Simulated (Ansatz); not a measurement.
Reactions of C7H14 (`C=CCCCCC`).

Program: Ansatz. Geometries: PBE0-D4/def2-TZVP. ΔE: electronic, gas phase. CBS: MP2 limit from def2 TZ/QZ plus the TZ coupled-cluster correction, frozen cores. This one scheme is used for every species. Functionals use def2-TZVPP. One conformer a species, not always the lowest.

```
                                                     reaction  PBE0-D4 (kJ/mol)  ωB97X-V (kJ/mol)  CCSD(T)/CBS(def2) (kJ/mol)
              `C=CCCCCC` + `O[SiH3]` → `CCO[SiH3]` + `C=CCCC`                35                32                          39
              `C=CCCCCC` + `O[SiH3]` → `CCCO[SiH3]` + `C=CCC`                35                33                          40
                                     `C=CCCCCC` → `CCC1CCCC1`               -85               -84                         -72
                         `C=CCCCCC` + HCl → `C=CCCCl` + `CCC`                13                12                          16
`C=CCCCCC` + `[SiH3]N[SiH3]` → `CN([SiH3])[SiH3]` + `C=CCCCC`                36                36                          39
                          `C=CCCCCC` + H–F → `C=CF` + `CCCCC`                35                29                          47
         `C=CCCCCC` + `[OH][AlH2]` → `CCC[O][AlH2]` + `C=CCC`                40                38                          46
                            `C=CCCCCC` + H₂ → `C=CCCCC` + CH₄               -72               -72                         -70
                  `C=CCCCCC` + `CCCCC` → `C=CCCCCCCCC` + `CC`                -1                -2                          -2
            `C=CCCCCC` + `CCC(C)=O` → `CCCCCCCC(C)=O` + `C=C`                17                13                          11
```

Largest T1 diagnostic: 0.013, for `CCC(C)=O`.
